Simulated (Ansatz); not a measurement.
Crystal: Ga.

```
Ga
1.0
     1.38300   -4.02650    0.00000
     1.38300    4.02650    0.00000
    -0.11745    0.00000    3.32993
Ga
2
Cartesian
  1.2949 2.9716 2.4974
  1.3536 -2.9716 0.8325
```

This isn't the form of Ga at room conditions, which is orthorhombic.

| Property | Result |
| --- | --- |
| Program | Ansatz 0.2.0 |
| Task | relaxation of cell and atoms |
| Functional | revPBE |
| Dispersion | D3(BJ) |
| Potentials or basis | Ansatz PAW |
| Cutoff | 420 eV (not typed: the program's choice for these potentials) |
| k mesh | 10 × 10 × 8 |
| Occupations | fermi-dirac, width 0.05 eV |
| Spin | no spin polarisation |

At the start: volume 18.54 Å³/atom.

How do energy, volume and symmetry change on relaxing?

It ends after 7 steps and the volume is 17.84 Å³/atom (-3.8 %); space group C2/c (No. 15, to 0.05 Å).

The path:
| step | energy change (eV) | largest force (eV/Å) | volume (Å³) |
| --- | --- | --- | --- |
| 1 | 0.0000 | 0.2097 | 37.09 |
| 2 | -0.0223 | 0.0745 | 35.32 |
| 3 | -0.0281 | 0.0215 | 35.38 |
| 4 | -0.0288 | 0.0672 | 35.70 |
| 5 | -0.0294 | 0.0074 | 35.72 |
| 6 | -0.0294 | 0.0006 | 35.67 |
| 7 | -0.0288 | 0.0007 | 35.67 |

Final structure:
```
Ga
1.0
     1.40376   -4.03129    0.01426
     1.40376    4.03129    0.01426
    -0.08488    0.00000    3.15102
Ga
2
Direct
  0.13476 0.86524 0.75000
  0.86524 0.13476 0.25000
```

Caveat: the plane-wave basis is chosen anew once the cell has moved, so the energies of steps on either side of that aren't comparable; pairwise dispersion overbinds metals, which lowers pressure and volume; the PAW data sets come from PBE, with cores solved anew for the run's functional, which leaves a small shift of forces and pressure.
